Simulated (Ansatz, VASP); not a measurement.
Two plane-wave programs on CdS

Contents of POSCAR:

```
CdS
1.0
    0.0000000000      2.7269062253      2.7269062253
    2.7269062253      0.0000000000      2.7269062253
    2.7269062253      2.7269062253      0.0000000000
Cd S
1 1
Direct
   -0.0042461853      0.0042461853      0.0042461853
    0.5148886675      0.4851113325      0.4851113325
```

The input INCAR.step1:

```
PREC     = Accurate       # precision mode
ENCUT    = 520            # plane-wave cutoff, eV
ISMEAR   = 0              # smearing method
SIGMA    = 0.05           # smearing width, eV
LREAL    = False          # projectors in reciprocal space
LASPH    = True           # aspherical terms in the spheres
NELM     = 60             # most SCF steps
NBANDS   = 16             # bands
GGA      = PE             # functional
ALGO     = Normal         # electronic algorithm
EDIFF    = 1E-4           # SCF threshold, eV
LWAVE    = True           # write WAVECAR
LCHARG   = False          # write CHGCAR
```

INCAR.step2

```
PREC     = Accurate       # precision mode
ENCUT    = 520            # plane-wave cutoff, eV
EDIFF    = 1E-7           # SCF threshold, eV
ISMEAR   = 0              # smearing method
SIGMA    = 0.05           # smearing width, eV
LREAL    = False          # projectors in reciprocal space
LASPH    = True           # aspherical terms in the spheres
NELM     = 60             # most SCF steps
ALGO     = Normal         # electronic algorithm
ISIF     = 2              # what is computed and relaxed
LWAVE    = False          # write WAVECAR
LCHARG   = True           # write CHGCAR
METAGGA  = R2SCAN         # meta-GGA
LMIXTAU  = True         
LELF     = True           # ELF
LVHAR    = True         
NBANDS   = 16             # bands
ISTART   = 1
```

File KPOINTS:

```
regular mesh
0
Gamma
  8 8 8
```

Input for Ansatz:

```yaml
crystal:
  lattice:
    - [0.0, 2.7269062253, 2.7269062253]
    - [2.7269062253, 0.0, 2.7269062253]
    - [2.7269062253, 2.7269062253, 0.0]
  atoms:
    - { symbol: Cd, position: [-0.0042461853, 0.0042461853, 0.0042461853] }
    - { symbol: S, position: [0.5148886675, 0.4851113325, 0.4851113325] }
basis:
  ecutwfc: 500
kpoints:
  mp_grid: { grid: [8, 8, 8] }
hamiltonian:
  xc: r2scan
scf:
  occupations: { method: gaussian, width: 0.05 }
output:
  forces: true
  stress: true
  eigenvalues: true
```

Change from the starting cell: mode 4 frozen in at -0.081 Å, equal normal strain along x, y and z +0.0000.

Alike in both runs: task single point; functional r2SCAN; k mesh 8 × 8 × 8; occupations gaussian, width 0.05 eV; no spin polarisation.

|  | VASP | Ansatz |
| --- | --- | --- |
| version | VASP 6.6.1 | Ansatz 0.2.0 |
| potentials or method | VASP PAW PBE potentials, release 64 (Cd, S) | scalar-relativistic, plane waves, PAW |
| plane-wave cutoff (eV) | 520 | 500 |
| valence electrons in the cell | 18 | 26 |

|  | VASP | Ansatz | Ansatz less VASP |
| --- | --- | --- | --- |
| gap on the k mesh at the Fermi level (eV) | 0.76 | 0.78 | +0.019 |
| least direct gap on the mesh (eV) | 2.34 | 2.37 | +0.034 |
| pressure (GPa) | 0.8 | 0.3 | -0.48 |
| largest component of the traceless stress (GPa) | 0.78 | 0.77 | -0.018 |
| rms of the force components (eV/Å) | 0.123 | 0.117 | -0.0056 |

Atom by atom the forces differ by 0.006 eV/Å (rms over components). The two sets of potentials don't hold the same shells in valence.

Caveats: the PAW data sets were made with another functional, which shifts forces and pressure a little (VASP). A k mesh can miss the band edges.
